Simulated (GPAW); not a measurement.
Input of a GPAW 26.7.0 run:

The input run.py:

```python
from ase.dft.bandgap import bandgap
from ase.io import read, write
from ase.units import GPa
from gpaw import GPAW, PW

atoms = read('POSCAR')

calc = GPAW(mode=PW(600),
            xc='PBE',
            kpts={'size': (7, 7, 7), 'gamma': True},
            occupations={'name': 'fermi-dirac', 'width': 0.05},
            nbands=18,
            convergence={'density': 1e-05, 'energy': 1e-05},
            maxiter=150,
            txt='gpaw.txt')
atoms.calc = calc
energy = atoms.get_potential_energy()
forces = atoms.get_forces()
stress = atoms.get_stress()
calc.write('gs.gpw')
write('result.traj', atoms)
print(f'Energy: {energy:.6f} eV')
print('Forces (eV/A):')
print(forces.round(4))
print('Stress (GPa):', (stress / GPa).round(3))
print('Fermi level:', round(calc.get_fermi_level(), 4), 'eV')
print(f'Gap: {bandgap(calc)[0]:.4f} eV, direct: {bandgap(calc, direct=True)[0]:.4f} eV')
```

File POSCAR:

```
HgTe
1.0
    0.0000000000      3.2145000000      3.2145000000
    3.2145000000      0.0000000000      3.2145000000
    3.2145000000      3.2145000000      0.0000000000
Hg Te
1 1
Direct
   -0.0026330000      0.0031470000     -0.0044180000
    0.7487260000      0.7522630000      0.7492080000
```

Potentials or basis: GPAW PAW data sets (gpaw-data 1.2.1), pw.

Command:

```sh
$ OMP_NUM_THREADS=1 python run.py
```

**Question.** Predict the band gap on the k mesh.

**Answer.** None (metal or under the smearing width).

**Question.** What does it give for the largest force?

**Answer.** 0.081 eV/Å.

Forces in eV/Å, atoms in the order of the input:
```
Hg   0.039  0.070  0.009
Te  -0.039 -0.070 -0.009
```

The run has no spin-orbit coupling, so splittings on Hg, Te are missing.
